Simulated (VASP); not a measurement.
# Ga (C2/c) in VASP: further runs

One crystal, Ga, is run at these levels: PBE, PBEsol; tasks: single point, relaxation of cell and atoms.

All numbers are computed with VASP 6.6.1; they aren't measurements. Logs are shortened: lines on timing, memory, paths and dates and some standing lists are left out, and cuts for length are marked.

## (1) Starting point

The structure is monoclinic, space group C2/c (No. 15). The conventional cell has a = 2.766 Å, b = 8.053 Å, c = 3.332 Å, α = 90.00°, β = 92.02°, γ = 90.00°. Ga (site symmetry 2) has 8 Ga at 2.69 to 2.92 Å as nearest neighbours.

This isn't the form of Ga at room conditions, which is orthorhombic.

## (2) Single point, PBE

INCAR reads:

```
PREC = Accurate
ENCUT = 350
EDIFF = 1E-6
ISMEAR = 0
SIGMA = 0.15
LREAL = False
LASPH = True
NELM = 100
ALGO = Normal
ISIF = 2
LWAVE = False
LCHARG = False
GGA = PE
NBANDS = 20
ADDGRID = False
```

KPOINTS reads:

```
regular mesh
0
Gamma
  16 16 12
```

POSCAR reads:

```
Ga
1.0
    1.3830000000     -4.0265000000      0.0000000000
    1.3830000000      4.0265000000      0.0000000000
   -0.1174474948      0.0000000000      3.3299294416
Ga
2
Direct
    0.1310000000      0.8690000000      0.7500000000
    0.8690000000      0.1310000000      0.2500000000
```

Potentials or basis: VASP PAW PBE potentials, release 64 (Ga_d).

Run with:

```sh
$ cat potpaw_PBE.64/Ga_d/POTCAR > POTCAR
$ mpirun -np 1 vasp_std > vasp.out
```

OUTCAR:

```text
PREC = Accurate
   ENCUT = 350
   EDIFF = 1E-6
   ISMEAR = 0
   LREAL = False
   LASPH = True
   NELM = 100
   ISIF = 2
   GGA = PE

 Found    826 irreducible k-points:

 Following reciprocal coordinates:
            Coordinates               Weight
  0.000000  0.000000  0.000000      1.000000
  0.062500 -0.000000  0.000000      4.000000
  0.125000 -0.000000  0.000000      4.000000
  0.187500 -0.000000  0.000000      4.000000
  0.250000 -0.000000  0.000000      4.000000
  0.312500 -0.000000  0.000000      4.000000
   k-points           NKPTS =    826   k-points in BZ     NKDIM =    826   number of bands    NBANDS=     20
   number of dos      NEDOS =    301   number of ions     NIONS =      2
   total plane-waves  NPLWV =  15680
   dimension x,y,z NGX =    28 NGY =   28 NGZ =   20
   dimension x,y,z NGXF=    56 NGYF=   56 NGZF=   40
   ions per type =               2
   NGX,Y,Z   is equivalent  to a cutoff of  10.93, 10.93,  9.98 a.u.
   NGXF,Y,Z  is equivalent  to a cutoff of  21.87, 21.87, 19.96 a.u.
 SYSTEM =  unknown system
   PREC   = accura    normal or accurate (medium, high low for compatibility)
   ISTART =      0    job   : 0-new  1-cont  2-samecut
   ICHARG =      2    charge: 1-file 2-atom 10-const
   ISPIN  =      1    spin polarized calculation?
   LNONCOLLINEAR =      F non collinear calculations
   LSORBIT =      F    spin-orbit coupling
   LASPH  =      T    aspherical Exc in radial PAW
   ENCUT  =  350.0 eV  25.72 Ry    5.07 a.u.   6.49  6.49  5.08*2*pi/ulx,y,z
   NELM   =    100;   NELMIN=  2; NELMDL= -5     # of ELM steps
   EDIFF  = 0.1E-05   stopping-criterion for ELM
[... 8 lines left out ...]
   TEBEG  =    0.0;   TEEND  =   0.0 temperature during run
   PSTRESS=    0.0 pullay stress
   NELECT =      26.0000    total number of electrons
   NUPDOWN=      -1.0000    fix difference up-down
   EMIN   =  10.00;   EMAX   =-10.00  energy-range for DOS
   EFERMI =   0.00;   METHOD = LEGACY
   ISMEAR =     0;   SIGMA  =   0.15  broadening in eV -4-tet -1-fermi 0-gaus
   EFERMI_NEDOS =   21; number of points for ismear=-14 and -15
   IALGO  =     38    algorithm
   IMIX   =      4    mixing-type and parameters
     AMIX     =   0.40;   BMIX     =  1.00
     AMIX_MAG =   1.60;   BMIX_MAG =  1.00
  volume/ion in A,a.u.               =      18.54       125.14
  Fermi-wavevector in a.u.,A,eV,Ry     =   1.454323  2.748273 28.777089  2.115056
  Thomas-Fermi vector in A             =   2.571487
   LORBIT       =      0    0 simple, 1 ext, 2 COOP (PROOUT), +10 PAW based schemes
   GGA     = PE    functional components
   LHFCALC =     F    Hartree Fock is set to
   AEXX    =    0.0000 exact exchange contribution
   IVDW    =     0    specifies the selected vdW correction
   LEPSILON=     F    determine dielectric tensor
   LRPA    =     F    only Hartree local field effects (RPA)
 non-spin polarized calculation
 Gauss-broadening in eV      SIGMA  =   0.15
  energy-cutoff  :      350.00
  volume of cell :       37.09
 maximum number of plane-waves:       566
 NGX is ok and might be reduce to    28
   NGX = 13   NGY = 13   NGZ = 11

 number of electron      26.0000024 magnetization

 Free energy of the ion-electron system (eV)
  ---------------------------------------------------
  ext. energy  EPLUGINS =         0.00000000
  ---------------------------------------------------
  free energy    TOTEN  =        -5.77434283 eV

  energy without entropy =       -5.76585280  energy(sigma->0) =       -5.77009781

 E-fermi :   5.7088     XC(G=0): -11.0581

 val. band max:        5.7069874429   @ k =  -0.4375   0.0000   0.4167
 cond. band min:       5.7112715507   @ k =  -0.1875  -0.4375   0.4167
 fundamental gap:      0.0042841078
 Fermi energy:         5.7087652768

 k-point     1 :       0.0000    0.0000    0.0000
  band No.  band energies     occupation
      1      -9.4965      2.00000
      2      -9.4866      2.00000
      3      -9.4504      2.00000
      4      -9.4271      2.00000
      5      -9.1528      2.00000
      6      -9.1520      2.00000
[... 12 lines left out ...]
     19      16.3781      0.00000
     20      18.7569      0.00000

 k-point     2 :       0.0625   -0.0000    0.0000
  band No.  band energies     occupation
      1      -9.4933      2.00000
      2      -9.4800      2.00000
      3      -9.4417      2.00000
      4      -9.4119      2.00000
      5      -9.1601      2.00000
      6      -9.1589      2.00000
[... 12 lines left out ...]
     19      16.6530      0.00000
     20      19.3695      0.00000

 k-point     3 :       0.1250   -0.0000    0.0000
  band No.  band energies     occupation
      1      -9.4843      2.00000
      2      -9.4630      2.00000
      3      -9.4173      2.00000
      4      -9.3682      2.00000
      5      -9.1817      2.00000
      6      -9.1792      2.00000
[... 12 lines left out ...]
     19      16.7865      0.00000
     20      19.8567      0.00000

 k-point     4 :       0.1875   -0.0000    0.0000
  band No.  band energies     occupation
      1      -9.4710      2.00000
      2      -9.4413      2.00000
      3      -9.3804      2.00000
      4      -9.3088      2.00000
      5      -9.2129      2.00000
      6      -9.2068      2.00000
[... 12 lines left out ...]
     19      16.9079      0.00000
     20      20.5504      0.00000

 k-point     5 :       0.2500   -0.0000    0.0000
  band No.  band energies     occupation
      1      -9.4561      2.00000
      2      -9.4188      2.00000
      3      -9.3423      2.00000
      4      -9.2861      2.00000
      5      -9.2503      2.00000
      6      -9.1932      2.00000
[... 12 lines left out ...]
     19      17.0623      0.00000
     20      20.4339      0.00000

 k-point     6 :       0.3125   -0.0000    0.0000
  band No.  band energies     occupation
      1      -9.4424      2.00000
      2      -9.4005      2.00000
      3      -9.3256      2.00000
      4      -9.3034      2.00000
      5      -9.2885      2.00000
      6      -9.1919      2.00000
[... 12 lines left out ...]
     19      17.1897      0.00000
     20      19.0029      0.00000

 [... further k-points ...]

------------------------ aborting loop because EDIFF is reached ----------------------------------------

  FORCE on cell =-STRESS in cart. coord.  units (eV):
  Direction    XX          YY          ZZ          XY          YZ          ZX
  --------------------------------------------------------------------------------------
  -------------------------------------------------------------------------------------
  Total        0.3152675      0.3978137      0.3856902      0.0000000      0.0000000     -0.0141818
  in kB       13.6199311     17.1860226     16.6622723      0.0000000      0.0000000     -0.6126686
  external PRESSURE =      15.8227420 kB  Pullay stress =       0.0000000 kB

 VOLUME and BASIS-vectors are now :
 -----------------------------------------------------------------------------
  energy-cutoff  :      350.00
  volume of cell :       37.09
      direct lattice vectors                 reciprocal lattice vectors
     1.383000000 -4.026500000  0.000000000     0.361532899 -0.124177325  0.012751361
     1.383000000  4.026500000  0.000000000     0.361532899  0.124177325  0.012751361
    -0.117447495  0.000000000  3.329929442     0.000000000  0.000000000  0.300306663

 POSITION                                       TOTAL-FORCE (eV/Angst)
 -----------------------------------------------------------------------------------
      1.29491      2.97156      2.49745        -0.000000     -0.191567      0.000000
      1.35364     -2.97156      0.83248         0.000000      0.191567      0.000000
 -----------------------------------------------------------------------------------
    total drift:                                0.000000     -0.000000     -0.000000

  FREE ENERGIE OF THE ION-ELECTRON SYSTEM (eV)
  ---------------------------------------------------
  free  energy   TOTEN  =        -5.7743428333 eV

  energy  without entropy=       -5.7658527959  energy(sigma->0) =       -5.77009781
```

Wall time 4.3 min (1 thread of Intel Xeon Platinum 8259CL at 2.50GHz (Skylake/Cascade Lake), shared host); peak memory 0.36 GiB.

These settings aren't checked as converged: the numbers below hold their error.

What came out:

```yaml
Free_energy: -5.7743 eV
Pressure: 1.6 GPa
Largest_force: 0.192 eV/Å
Band_gap_on_the_k_mesh: none (metal or under the smearing width)
```

Caveat: the cutoff is under 1.25 times the usual one of these potentials, so pressure, stress and relaxed cells hold a basis-set (Pulay) error.

## (3) Single point, PBE

INCAR is that of step 2.

KPOINTS is that of step 2.

POSCAR reads:

```
Ga
1.0
    1.3830000000     -4.0265000000      0.0000000000
    1.3830000000      4.0265000000      0.0000000000
   -0.1174474948      0.0000000000      3.3299294416
Ga
2
Direct
    0.0863460000      0.8268100000      0.7848140000
    0.8777350000      0.1376800000      0.2531650000
```

Potentials or basis: VASP PAW PBE potentials, release 64 (Ga_d).

Run with:

```sh
$ cat potpaw_PBE.64/Ga_d/POTCAR > POTCAR
$ mpirun -np 1 vasp_std > vasp.out
```

Run time: 8.1 min. Hardware: 1 thread of Intel Xeon Platinum 8259CL at 2.50GHz (Skylake/Cascade Lake), shared host; peak memory 0.56 GiB.

The run converged, but some of its settings lie outside the range that counts as converged, so its numbers aren't taken as properties of the crystal.

Results:

- Free energy: -5.7599 eV
- Pressure: 1.8 GPa
- Largest force: 0.325 eV/Å
- Band gap on the k mesh: none (metal or under the smearing width)

Caveat: the cutoff is under 1.25 times the usual one of these potentials, so pressure, stress and relaxed cells hold a basis-set (Pulay) error.

## (4) Single point, PBE

Edit INCAR of step 3 so:

```diff
@@ -1,3 +1,3 @@
 PREC = Accurate
-ENCUT = 350
+ENCUT = 700
 EDIFF = 1E-6
```

KPOINTS reads:

```
regular mesh
0
Gamma
  11 11 9
```

POSCAR reads:

```
Ga
1.0
    1.3830000000     -4.0265000000      0.0000000000
    1.3830000000      4.0265000000      0.0000000000
   -0.1174474948      0.0000000000      3.3299294416
Ga
2
Direct
    0.1310000000      0.8690000000      0.7500000000
    0.8690000000      0.1310000000      0.2500000000
```

Run with:

```sh
$ cat potpaw_PBE.64/Ga_d/POTCAR > POTCAR
$ mpirun -np 1 vasp_std > vasp.out
```

Run time: 4.1 min. Hardware: 1 thread of Intel Xeon Platinum 8259CL at 2.50GHz (Skylake/Cascade Lake), shared host; peak memory 0.41 GiB.

The run converged, but some of its settings lie outside the range that counts as converged, so its numbers aren't taken as properties of the crystal.

Results:

```
Free energy            : -5.7684 eV
Pressure               : 1.8 GPa
Largest force          : 0.228 eV/Å
Band gap on the k mesh : none (metal or under the smearing width)
```

## (5) Single point, PBE

INCAR is that of step 4.

KPOINTS is that of step 4.

POSCAR reads:

```
Ga
1.0
    1.3830000000     -4.0265000000      0.0000000000
    1.3830000000      4.0265000000      0.0000000000
   -0.1174474948      0.0000000000      3.3299294416
Ga
2
Direct
    0.0863460000      0.8268100000      0.7848140000
    0.8777350000      0.1376800000      0.2531650000
```

Potentials or basis: VASP PAW PBE potentials, release 64 (Ga_d).

Run with:

```sh
$ cat potpaw_PBE.64/Ga_d/POTCAR > POTCAR
$ mpirun -np 1 vasp_std > vasp.out
```

OUTCAR:

```text
PREC = Accurate
   ENCUT = 700
   EDIFF = 1E-6
   ISMEAR = 0
   LREAL = False
   LASPH = True
   NELM = 100
   ISIF = 2
   GGA = PE

 Found    545 irreducible k-points:

 Following reciprocal coordinates:
            Coordinates               Weight
  0.000000  0.000000  0.000000      1.000000
  0.090909 -0.000000  0.000000      2.000000
  0.000000 -0.090909  0.000000      2.000000
  0.181818  0.000000 -0.000000      2.000000
  0.000000 -0.181818  0.000000      2.000000
  0.272727 -0.000000  0.000000      2.000000
   k-points           NKPTS =    545   k-points in BZ     NKDIM =    545   number of bands    NBANDS=     20
   number of dos      NEDOS =    301   number of ions     NIONS =      2
   total plane-waves  NPLWV =  48000
   dimension x,y,z NGX =    40 NGY =   40 NGZ =   30
   dimension x,y,z NGXF=    80 NGYF=   80 NGZF=   60
   ions per type =               2
   NGX,Y,Z   is equivalent  to a cutoff of  15.62, 15.62, 14.97 a.u.
   NGXF,Y,Z  is equivalent  to a cutoff of  31.24, 31.24, 29.94 a.u.
 SYSTEM =  unknown system
   PREC   = accura    normal or accurate (medium, high low for compatibility)
   ISTART =      0    job   : 0-new  1-cont  2-samecut
   ICHARG =      2    charge: 1-file 2-atom 10-const
   ISPIN  =      1    spin polarized calculation?
   LNONCOLLINEAR =      F non collinear calculations
   LSORBIT =      F    spin-orbit coupling
[... 53 lines left out ...]
 E-fermi :   5.7210     XC(G=0): -11.0556

 val. band max:        5.7205802126   @ k =  -0.1818  -0.1818   0.2222
 cond. band min:       5.7232437913   @ k =   0.2727   0.0909  -0.3333
 fundamental gap:      0.0026635787
 Fermi energy:         5.7210082353

 k-point     1 :       0.0000    0.0000    0.0000
  band No.  band energies     occupation
      1      -9.5287      2.00000
      2      -9.5002      2.00000
      3      -9.4611      2.00000
      4      -9.4407      2.00000
      5      -9.1833      2.00000
      6      -9.1628      2.00000
[... 127 lines left out ...]
     19      17.1053      0.00000
     20      20.0028      0.00000

 [... further k-points ...]

------------------------ aborting loop because EDIFF is reached ----------------------------------------

  FORCE on cell =-STRESS in cart. coord.  units (eV):
  Direction    XX          YY          ZZ          XY          YZ          ZX
  --------------------------------------------------------------------------------------
  -------------------------------------------------------------------------------------
  Total        0.3387482      0.6169414      0.6190878      0.0087256      0.1507854      0.0491892
  in kB       14.6343220     26.6525989     26.7453290      0.3769561      6.5141078      2.1250337
  external PRESSURE =      22.6774166 kB  Pullay stress =       0.0000000 kB

 VOLUME and BASIS-vectors are now :
 -----------------------------------------------------------------------------
  energy-cutoff  :      700.00
  volume of cell :       37.09
      direct lattice vectors                 reciprocal lattice vectors
     1.383000000 -4.026500000  0.000000000     0.361532899 -0.124177325  0.012751361
     1.383000000  4.026500000  0.000000000     0.361532899  0.124177325  0.012751361
    -0.117447495  0.000000000  3.329929442     0.000000000  0.000000000  0.300306663

 POSITION                                       TOTAL-FORCE (eV/Angst)
 -----------------------------------------------------------------------------------
      1.17072      2.98148      2.61338         0.004721     -0.296201     -0.210719
      1.37459     -2.97983      0.84302        -0.004721      0.296201      0.210719
 -----------------------------------------------------------------------------------
    total drift:                               -0.000008     -0.000007     -0.000118

  FREE ENERGIE OF THE ION-ELECTRON SYSTEM (eV)
  ---------------------------------------------------
  free  energy   TOTEN  =        -5.7521497230 eV

  energy  without entropy=       -5.7437935528  energy(sigma->0) =       -5.74797164
```

Run time: 9.2 min. Hardware: 1 thread of Intel Xeon Platinum 8259CL at 2.50GHz (Skylake/Cascade Lake), shared host; peak memory 0.6 GiB.

These settings aren't checked as converged: the numbers below hold their error.

Results:

* Free energy: -5.7521 eV
* Pressure: 2.3 GPa
* Largest force: 0.364 eV/Å
* Band gap on the k mesh: none (metal or under the smearing width)

## (6) Relaxation of cell and atoms, PBEsol

INCAR reads:

```
PREC = Accurate
ENCUT = 600
EDIFF = 1E-6
ISMEAR = -1
SIGMA = 0.05
LREAL = F
LASPH = T
NELM = 100
ALGO = Normal
ISIF = 3
LWAVE = F
LCHARG = F
GGA = PS
IBRION = 2
NSW = 40
EDIFFG = -0.02
```

KPOINTS reads:

```
regular mesh
0
Gamma
  7 7 6
```

POSCAR reads:

```
Ga
1.0
    1.3830000000     -4.0265000000      0.0000000000
    1.3830000000      4.0265000000      0.0000000000
   -0.1174474948      0.0000000000      3.3299294416
Ga
2
Direct
    0.1310000000      0.8690000000      0.7500000000
    0.8690000000      0.1310000000      0.2500000000
```

Potentials or basis: VASP PAW PBE potentials, release 64 (Ga_d).

Run with:

```sh
$ cat potpaw_PBE.64/Ga_d/POTCAR > POTCAR
$ mpirun -np 1 vasp_std > vasp.out
```

It took 12 min on 1 thread of AMD EPYC 9R45 (Zen 5), shared host; peak memory 0.2 GiB.

It converged, with:

- Free energy: -6.6724 eV
- Relaxed volume: 18.08 Å³/atom
- Relaxed cell: a = 4.257 Å, b = 4.257 Å, c = 3.424 Å, α = 91.43°, β = 91.43°, γ = 144.22°
- Space group after relaxing (to 0.05 Å): C2/c (No. 15)
- Energy gained by relaxing: 18.3 meV/atom
- Ionic steps: 30
- Pressure after relaxing: 0.0 GPa
- Largest force after relaxing: 0.004 eV/Å
- Band gap on the k mesh: none (metal or under the smearing width)

Forces on the atoms (eV/Å):
```
Ga   0.000 -0.004  0.000
Ga   0.000  0.004  0.000
```

Stress tensor (GPa, compression positive):
```
 0.12  0.00  0.07
 0.00 -0.17  0.00
 0.07  0.00 -0.02
```

Step by step:
```csv
step,energy change (eV),largest force (eV/Å),pressure (GPa),volume (Å³)
1,0.0000,0.1403,-1.57,37.09
2,-0.0089,0.0657,0.11,36.12
3,-0.0093,0.0512,0.26,35.96
4,-0.0090,0.0224,0.80,35.64
5,-0.0093,0.0448,0.44,35.87
6,-0.0119,0.0001,0.10,35.96
7,-0.0161,0.1347,-0.80,36.22
8,-0.0160,0.1039,-0.16,36.16
9,-0.0161,0.1194,-0.49,36.19
10,-0.0171,0.1328,-0.44,36.19
11,-0.0178,0.1485,-0.45,36.18
12,-0.0174,0.1764,-0.46,36.16
13,-0.0180,0.1578,-0.36,36.17
14,-0.0194,0.1445,-0.56,36.13
15,-0.0227,0.1021,-0.05,35.99
16,-0.0273,0.0178,0.58,35.70
17,-0.0284,0.1332,2.03,35.12
18,-0.0303,0.0364,1.05,35.48
19,-0.0308,0.0852,1.46,35.30
20,-0.0323,0.0985,1.18,35.43
21,-0.0326,0.1048,1.16,35.49
22,-0.0342,0.0901,0.82,35.68
23,-0.0359,0.0624,0.12,36.06
24,-0.0360,0.0535,-0.30,36.19
25,-0.0360,0.0589,0.07,36.13
26,-0.0360,0.0558,-0.10,36.16
27,-0.0362,0.0430,-0.06,36.16
28,-0.0365,0.0053,-0.01,36.15
29,-0.0365,0.0109,0.00,36.15
30,-0.0366,0.0040,-0.02,36.15
```

Final structure:
```
Ga
1.0
     1.30704   -4.05098   -0.03490
     1.30704    4.05098   -0.03490
    -0.18705    0.00000    3.41899
Ga
2
Direct
  0.13147 0.86853 0.75000
  0.86853 0.13147 0.25000
```

Levels at points of the mesh, in eV from the Fermi level:
```
           k point  band 9  band 10  band 11  band 12  band 13  band 14  band 15  band 16  band 17
(0.00, 0.00, 0.00)  -14.78   -14.67   -11.50    -2.38    -2.22     0.80     4.74     9.25     9.96
(0.00, 0.00, 0.50)  -14.71   -14.71    -8.23    -8.23     1.20     1.20     1.99     1.99    13.23
```

Caveat: the PAW data sets were made with another functional, which shifts forces and pressure a little.
